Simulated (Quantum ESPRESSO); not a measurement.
TePb, 2 atoms in the cell. The structure is cubic, space group Fm-3m (No. 225). The conventional cell has a = 6.462 Å, b = 6.462 Å, c = 6.462 Å, α = 90.00°, β = 90.00°, γ = 90.00°. Around Pb (site symmetry m-3m) lie 6 Te at 3.23 Å. Around Te (site symmetry m-3m) lie 6 Pb at 3.23 Å. 

| Property | Result |
| --- | --- |
| Program | Quantum ESPRESSO 7.5 |
| Task | equation of state |
| Functional | PW91 |
| Dispersion | D4 |
| Potentials or basis | PseudoDojo 0.4.1 SR PBE standard |
| Cutoff | 1088 eV |
| Density cutoff | 4354 eV |
| k mesh | 7 × 7 × 7 |
| Occupations | fermi-dirac, width 0.05 eV |
| Spin | no spin polarisation |
| Dispersion computed by | dftd4 4.3.1 through ASE |
| Mixing beta | 0.5 |
| Most SCF iterations | 120 |
| SCF threshold | 4e-10 Ry |

Potentials or basis: PseudoDojo 0.4.1 SR PBE standard.

Launch:

```bash
$ OMP_NUM_THREADS=1 python run.py
```

Hardware: 1 thread of INTEL(R) XEON(R) PLATINUM 8581C CPU @ 2.30GHz (Emerald Rapids) (shared host).

Q: Estimate the wall time of this run.

A: It took 2.6 min on 1 thread of INTEL(R) XEON(R) PLATINUM 8581C CPU @ 2.30GHz (Emerald Rapids), with other jobs on the host, peak memory 0.12 GiB. Counts: scf iterations 8, k pools 1, g dense 46679.
